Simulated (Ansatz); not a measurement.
## A vibration from a frozen displacement in SnO

The calculation used Ansatz, DFT PBE+D3(BJ), scalar-relativistic, plane waves, PAW. Settings: plane waves to 420 eV, k-mesh 12×12×10 (Γ-centred), Gaussian smearing 0.15 eV. No spin polarisation. Energies are free energies at this smearing, counted from the undisturbed cell; pressure is positive in compression.

The undisturbed cell (relaxed at this level):

```
CELL_PARAMETERS angstrom
3.83710 0.00000 0.00000
0.00000 3.83710 0.00000
0.00000 0.00000 4.76213
ATOMIC_POSITIONS crystal
Sn 0.00000 0.50000 0.24324
Sn 0.50000 0.00000 0.75676
O 0.00000 0.00000 0.00000
O 0.50000 0.50000 0.00000
```

Atom 3 (O) is moved by x along the Cartesian unit vector (0.707, 0.707, 0.000); the cell and all other atoms stay fixed. The cell's volume is 70.11 Å³; the moved atoms weigh 15.999 u together and the others 253.419 u. Some rows repeat others by symmetry and weren't run.

| x (Å) | ΔE (meV/cell) | total force on the moved atoms along the move (eV/Å) | pressure (GPa) |
| --- | --- | --- | --- |
| -0.3000 | 359.69 | 2.5090 | 2.6594 |
| -0.2500 | 246.21 | 2.0356 | 1.8434 |
| -0.2000 | 155.65 | 1.5910 | 1.1766 |
| -0.1500 | 86.70 | 1.1708 | 0.6585 |
| -0.1000 | 38.26 | 0.7696 | 0.2887 |
| 0.0000 | 0.00 | 0.0000 | -0.0068 |
| 0.1000 | 38.26 | -0.7696 | 0.2887 |
| 0.1500 | 86.70 | -1.1708 | 0.6585 |
| 0.2000 | 155.65 | -1.5910 | 1.1766 |
| 0.2500 | 246.21 | -2.0356 | 1.8434 |
| 0.3000 | 359.69 | -2.5090 | 2.6594 |

What frequency belongs to this motion?

The force constant is k = −dF/dx = 7.696 eV/Å², from the parabola through x = -0.1000, 0 and 0.1000. In every cell the moved atoms swing against the rest, so the mass is μ = m₁m₂/(m₁ + m₂) = 15.049 u, and ν̃ = 521.5 cm⁻¹ × √(|k|/μ) = 373 cm⁻¹. The pattern needn't be a normal mode: ν̃² is then a weighted mean of the squared nonzero frequencies at the zone centre of this cell, so it lies between the lowest and the highest of them.

How far does the harmonic law reach?

At x = -0.300 Å, kx²/2 = 346.33 meV against the computed 359.69 meV (+3.9 %): the well is still close to harmonic there.

The pressure changes with x². What does that say about the frequency under compression?

With E = k(V)x²/2, k ∝ V^(−2γ) and x scaling with the cell as V^(1/3), P − P0 = −∂E/∂V = (2γ − 2/3) ΔE/V. At x = 0.1500 Å, V(P − P0) = 70.11 × 0.66532 / 160.2 eV = 291.16 meV and ΔE = 86.70 meV, so γ = 1/3 + V(P − P0)/(2ΔE) = 2.01. This is the Grüneisen parameter of the motion under uniform scaling of the cell: shrinking the cell evenly by 1 % in volume raises the frequency by about 2.01 %.

No gap shows at this level, though a semilocal functional can close a small gap that the real compound has; without a gap these slopes depend on the k mesh and the smearing.